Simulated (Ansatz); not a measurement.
TaS2:

```
CELL_PARAMETERS angstrom
3.35000 0.00000 0.00000
-1.67500 2.90119 0.00000
0.00000 0.00000 5.86000
ATOMIC_POSITIONS crystal
Ta 0.00000 0.00000 0.00000
S 0.66667 0.33333 0.75000
S 0.33333 0.66667 0.25000
```

Base run:

```yaml
Program: Ansatz 0.2.0
Functional: LDA
Potentials_or_basis: all-electron LAPW, scalar-relativistic
Cutoff: 259 eV (chosen from the basis error)
Basis_error_allowed: 0.002 eV/atom
k_mesh: 9 × 9 × 5
Occupations: fermi-dirac, width 0.05 eV
Spin: no spin polarisation
```

Its results: pressure 1.4 GPa; largest force 0.772 eV/Å.

The run is repeated on the same cell with these changes: functional from LDA to PBEsol. What comes out?

Pressure 4.4 GPa; largest force 0.988 eV/Å.

PBEsol binds less tightly than LDA, so the same cell stands under more pressure.

Caveats: this functional lacks dispersion, which binds the layers, so the pressure and a relaxed spacing across them are unreliable (some runs).
